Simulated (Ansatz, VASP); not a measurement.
## Two plane-wave programs on TaN

```
CELL_PARAMETERS angstrom
2.88918 0.00000 0.00000
-1.44459 2.50210 0.00000
0.00000 0.00000 5.86002
ATOMIC_POSITIONS crystal
Ta 0.00000 0.00000 0.00000
Ta 0.00000 0.00000 0.50000
N 0.33333 0.66667 0.25000
N 0.66667 0.33333 0.75000
```

Alike in both runs: task single point; functional PBEsol; k mesh 15 × 15 × 8; occupations gaussian, width 0.15 eV; no spin polarisation.

|  | VASP | Ansatz |
| --- | --- | --- |
| version | VASP 6.6.1 | Ansatz 0.2.0 |
| potentials or method | VASP PAW PBE potentials, release 64 (Ta_pv, N) | scalar-relativistic, plane waves, PAW |
| plane-wave cutoff (eV) | 520 | 520 |
| valence electrons in the cell | 32 | 36 |

```csv
,VASP,Ansatz,Ansatz less VASP
gap on the k mesh at the Fermi level (eV),none,none,-
pressure (GPa),1.1,0.1,-1.01
largest component of the traceless stress (GPa),0.08,0.20,+0.127
```

A gap of «none» marks a metal or a gap that the smearing closes. The two sets of potentials don't hold the same shells in valence. Ansatz warned: «pseudo_functional_mismatch».

Caveats: the PAW data sets were made with another functional, which shifts forces and pressure a little (VASP). The runs have no spin-orbit coupling, so splittings on Ta are missing.
